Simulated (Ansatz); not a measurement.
## CoSn: strain energy, fitted

CoSn, P6/mmm, a = 5.220 Å, c = 4.168 Å. The structure is a Materials Project entry; whether it is the stable form wasn't checked. Ansatz: PBEsol, PAW, 420 eV, Γ-centred 12×12×8 mesh on 6 atoms, Gaussian smearing 0.10 eV; no spin polarisation. Series: equal strain along all axes, cell held, atoms fixed by symmetry; x is the strain in per cent. y is the free energy over the unstrained cell, V0 = 16.393 Å³/atom.

```
x (%) y (meV/atom)
 -6.0             ?
 -4.0        125.28
 -2.0         28.90
  0.0          0.00
  2.0         25.02
  4.0         92.71
  6.0        193.75
```

Question: Fit y = c2 x² + c3 x³ to the other rows, turn c2 into a modulus, and predict the missing energy.

Answer: Least squares on the rows shown. y = 6.8343 x² − 0.24391 x³. In eV per unit strain² c2 is 68.34; the stiffness is B for this strain (E = 9/2 B V0 ε², shape held): 2 × 68.34 × 160.2 / (9 × 16.393) = 148 GPa. At x = -6.0 the fit asked for gives 298.72 meV/atom. The run gave 305.48 meV/atom, so the fit is 6.76 meV/atom too low, 2.2 % of the span of the series, against an rms of 0.57 meV/atom on the fitted rows. The row lies outside the fitted range. With a term in x⁴ added, a fit to the same known rows predicts 303.67 meV/atom, so most of the miss is curvature that the known rows already hold.